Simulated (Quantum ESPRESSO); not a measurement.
## KTaO3: zone-centre phonons under several settings

```
CELL_PARAMETERS angstrom
3.98830 0.00000 0.00000
0.00000 3.98830 0.00000
0.00000 0.00000 3.98830
ATOMIC_POSITIONS crystal
Ta 0.00000 0.00000 0.00000
K 0.50000 0.50000 0.50000
O 0.00000 0.00000 0.50000
O 0.00000 0.50000 0.00000
O 0.50000 0.00000 0.00000
```

All runs used Quantum ESPRESSO 7.5; k mesh 4 × 4 × 4, shifted; relaxed cell; no spin polarisation; occupations smeared at first, fixed for the response.

| level | potentials | cutoff (eV) | volume (Å³/atom) | lowest optical mode without the field (cm⁻¹) | highest optical mode without the field (cm⁻¹) | sum of the Born charges (e) |
| --- | --- | --- | --- | --- | --- | --- |
| PBE | JTH 2.0 PBE | 707 | 12.99 | 74 | 506 | 0.26 |
| LDA | GBRV 1.5 LDA | 762 | ? | ? | ? | ? |

Task: What stands in the row left open?

Result: Volume 12.38 Å³/atom; lowest optical mode without the field 159 cm⁻¹; highest optical mode without the field 565 cm⁻¹; sum of the Born charges 0.24 e.

For the row left open. Caveat: the mesh is thin for the dielectric tensor, Born charges and intensities, which usually come out too large; the Born charges break their sum rule by 0.24 e, a sign of too thin a mesh.
